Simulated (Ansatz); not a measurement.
PbO under strain

These are results of DFT PBE+D3(BJ), scalar-relativistic, plane waves, PAW (Ansatz), not measurements. Run with 420 eV cutoff, 8×8×6 k-mesh, Gaussian smearing of 0.02 eV, no spin polarisation.

Reference structure (relaxed):

```
Pb O
1.0
     4.03395    0.00000    0.00000
     0.00000    4.03395    0.00000
     0.00000    0.00000    4.99499
Pb O
2 2
Direct
  0.00000 0.50000 0.23770
  0.50000 0.00000 0.76230
  0.00000 0.00000 0.00000
  0.50000 0.50000 0.00000
```

Deformation: uniaxial strain along a, with the lengths of b and c and the atoms relaxed and the angles held, all within the symmetry that the strain leaves. Energies are extrapolated to zero smearing. Stress is positive in compression, on the Cartesian axes of the cell above. Gaps are Kohn–Sham gaps over the whole zone.

Spin-orbit coupling is left out, which matters for the bands and energies of heavy elements.

| strain (%) | ΔE (meV/atom) | a (Å) | b (Å) | c (Å) | σxx (GPa) | σyy (GPa) | σzz (GPa) | gap (eV) |
| --- | --- | --- | --- | --- | --- | --- | --- | --- |
| -3.0 | 0.1 | 3.913 | 4.154 | 4.995 | 0.10 | 0.00 | 0.00 | 1.24 |
| -2.0 | ? | 3.953 | ? | ? | ? | ? | ? | ? |
| -1.0 | 0.0 | 3.994 | 4.074 | 4.995 | 0.02 | 0.01 | 0.00 | 1.26 |
| +0.0 | 0.0 | 4.034 | 4.034 | 4.995 | 0.01 | 0.01 | 0.00 | 1.26 |
| +1.0 | 0.0 | 4.074 | 3.996 | 4.991 | -0.02 | -0.01 | 0.00 | 1.26 |
| +2.0 | 0.0 | 4.115 | 3.958 | 4.989 | -0.05 | -0.01 | 0.01 | 1.25 |
| +3.0 | ? | 4.155 | ? | ? | ? | ? | ? | ? |

(1) Fill in the row at -2.0 %.

(2) Fill in the row at +3.0 %.

Results:

(1) ΔE 0.0 meV/atom; b 4.114 Å; c 4.995 Å; σxx 0.05 GPa; σyy 0.01 GPa; σzz 0.00 GPa; gap 1.25 eV.

(2) ΔE 0.1 meV/atom; b 3.920 Å; c 4.987 Å; σxx -0.10 GPa; σyy 0.00 GPa; σzz 0.01 GPa; gap 1.25 eV.

Cost: 7 runs of about 6 core-minutes in all, on Intel Xeon 6975P-C (Granite Rapids) (shared hosts).